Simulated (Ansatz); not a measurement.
Set up this calculation in Ansatz 0.2.0, as the native input.

| Item | Value |
| --- | --- |
| Task | band structure |
| Functional | SVWN5 |
| Potentials or basis | Ansatz PAW |
| Cutoff | 420 eV (not typed: the program's choice for these potentials) |
| k mesh | 11 × 11 × 11 |
| Occupations | fermi-dirac, width 0.05 eV |
| Spin | no spin polarisation |
| Path | [["G", "X", "W", "K", "G", "L", "U", "W", "L", "K"], ["U", "X"]] |
| Points for each segment of the path | 14 |

The system is Ag.

```
CELL_PARAMETERS angstrom
0.00000 2.04275 2.04275
2.04275 0.00000 2.04275
2.04275 2.04275 0.00000
ATOMIC_POSITIONS crystal
Ag 0.00000 0.00000 0.00000
```

One way to write it, as run:

input.yaml

```yaml
crystal:
  lattice:
    - [0.0, 2.04275, 2.04275]
    - [2.04275, 0.0, 2.04275]
    - [2.04275, 2.04275, 0.0]
  atoms:
    - { symbol: Ag, position: [0.0, 0.0, 0.0] }
hamiltonian:
  xc: { exchange: slater, correlation: vwn5 }
  pseudopotentials: { kind: paw }
kpoints:
  mp_grid: { grid: [11, 11, 11] }
  band_path:
    path:
      - [[0.0, 0.0, 0.0], [0.5, 0.0, 0.5], [0.5, 0.25, 0.75], [0.375, 0.375, 0.75], [0.0, 0.0, 0.0], [0.5, 0.5, 0.5], [0.625, 0.25, 0.625], [0.5, 0.25, 0.75], [0.5, 0.5, 0.5], [0.375, 0.375, 0.75]]
      - [[0.625, 0.25, 0.625], [0.5, 0.0, 0.5]]
    npoints: 14
scf:
  occupations: { method: fermi_dirac, width: 0.05 }
  n_extra_bands: 6
output:
  forces: true
  stress: true
  eigenvalues: true
  fatbands: true
```

Potentials or basis: Ansatz PAW.

Run with:

```console
$ ansatz run input.yaml --threads 2 --pin off --max-ram 5120MiB --backend cpu --events-out ev --progress --plain --runs-dir out
```

Results of the run:

```
Pressure               : -7.7 GPa
Band gap on the k mesh : none (metal or under the smearing width)
```

Caveat: the PAW data sets come from PBE, with cores solved anew for the run's functional, which leaves a small shift of forces and pressure.

It took 0.98 s on 2 threads of Arm Neoverse V2, with other jobs on the host, peak memory 0.25 GiB.
